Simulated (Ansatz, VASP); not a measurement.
**CdF2 in VASP and in Ansatz**

```
Cd F
1.0
     0.00000    2.68499    2.68499
     2.68499    0.00000    2.68499
     2.68499    2.68499    0.00000
Cd F
1 2
Direct
  0.00000 0.00000 0.00000
  0.25000 0.25000 0.25000
  0.75000 0.75000 0.75000
```

Change from the starting cell: volume scaled by 0.99, crystal datasets.

Alike in both runs: task electric field gradients; functional LDA; k mesh 8 × 8 × 8; occupations fermi-dirac, width 0.02 eV; no spin polarisation.

|  | VASP | Ansatz |
| --- | --- | --- |
| version | VASP 6.6.1 | Ansatz 0.2.0 |
| potentials or method | VASP PAW LDA potentials, release 64 (Cd, F), cutoff 520 eV | all-electron PAW with datasets made for the crystal, scalar-relativistic |

Ansatz gave:

```
gap on the k mesh at the Fermi level (eV)                      : 2.83
pressure (GPa)                                                 : -4.7
Vzz of the field gradient on the site that differs most (V/Å²) : 0.0
```

Task: Estimate VASP's values.

Result: gap on the k mesh at the Fermi level (eV): 2.83; pressure (GPa): -3.7; Vzz of the field gradient on the site that differs most (V/Å²): 0.0.

Ansatz ran all-electron here, so the differences hold the error of VASP's frozen core and of both bases. Ansatz warned: «gradients_without_spin_orbit».

A k mesh can miss the band edges.
